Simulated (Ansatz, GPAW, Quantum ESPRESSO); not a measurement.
# One calculation of ZrC, 3 ways

```
Zr C
1.0
     0.00000    2.36500    2.36500
     2.36500    0.00000    2.36500
     2.36500    2.36500    0.00000
Zr C
1 1
Direct
  0.50000 0.50000 0.50000
  0.00000 0.00000 0.00000
```

Alike in all runs: task band structure; functional PBE; k mesh 10 × 10 × 10; occupations fermi-dirac, width 0.05 eV; no spin polarisation; no spin-orbit coupling. Pressure is positive in compression and, in plane waves, holds the error of the finite cutoff.

| program and potentials | plane-wave cutoff (eV) | notes | pressure (GPa) |
| --- | --- | --- | --- |
| GPAW, GPAW PAW data sets (gpaw-data 1.2.1) | 800 | - | -3.84 |
| Ansatz, all-electron LAPW, scalar-relativistic | - | - | -2.86 |
| Quantum ESPRESSO, PseudoDojo 0.4.1 SR PBE standard | 1116 | - | -2.81 |

The pressure spans -3.84 (GPAW, GPAW PAW data sets (gpaw-data 1.2.1)) to -2.81 GPa (Quantum ESPRESSO, PseudoDojo 0.4.1 SR PBE standard), with all-electron results at -2.86.

Differences between rows come from potentials, basis sets and numerical settings, since the functional is the same but for its coding. Runs on potential files found faulty are left out.

All three runs put the crystal under slight tension, so at this functional's equilibrium the rocksalt cell would be somewhat smaller than the one used. The sign is therefore robust to the choice of potential and basis. The pseudopotential result, -2.81 GPa, lies almost on the all-electron value of -2.86 GPa, while GPAW gives a stronger pull of -3.84 GPa, possibly from its data sets or residual basis error.

In terms of structure, this spread is small. Covalent overlap between Zr d and C p states, added to metallic and partly ionic bonding, makes ZrC very stiff, and in so stiff a lattice a minor change in cell length already shifts the pressure by gigapascals. The three descriptions would thus probably give closely similar equilibrium lattice constants, despite the visible difference in stress. Agreement in pressure tests the volume dependence of the total energy, not the band energies, so it doesn't establish equal accuracy for the states around the Fermi level.
